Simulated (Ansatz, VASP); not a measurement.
TiC in VASP and in Ansatz

```
Ti C
1.0
     0.00000    2.10008    2.10008
     2.10008    0.00000    2.10008
     2.10008    2.10008    0.00000
Ti C
1 1
Direct
  0.00000 0.00000 0.00000
  0.50000 0.50000 0.50000
```

Alike in both runs: functional PBEsol; k mesh 16 × 16 × 16; occupations gaussian, width 0.1 eV; no spin polarisation.

Ansatz relaxed the structure, and its values are those at the end. VASP's run is a single point on that final structure, the one shown.

|  | VASP | Ansatz |
| --- | --- | --- |
| version | VASP 6.6.1 | Ansatz 0.2.0 |
| potentials or method | VASP PAW PBE potentials, release 64 (Ti_sv, C) | scalar-relativistic, plane waves, PAW |
| plane-wave cutoff (eV) | 520 | 420 |
| valence electrons in the cell | 16 | 16 |

VASP gave:

- gap on the k mesh at the Fermi level (eV): none
- pressure (GPa): 20.2

Problem. Which values does Ansatz return?

Solution. gap on the k mesh at the Fermi level (eV): none; pressure (GPa): 20.0.

A gap of «none» marks a metal or a gap that the smearing closes. With one functional, cell and mesh, what is left measures potentials, basis and numerics.

Caveats: so large a pressure means that the cell lies far from this level's equilibrium, or that cutoff or potentials fall short (VASP); the potentials were made for another functional, which shifts forces and pressure (VASP).
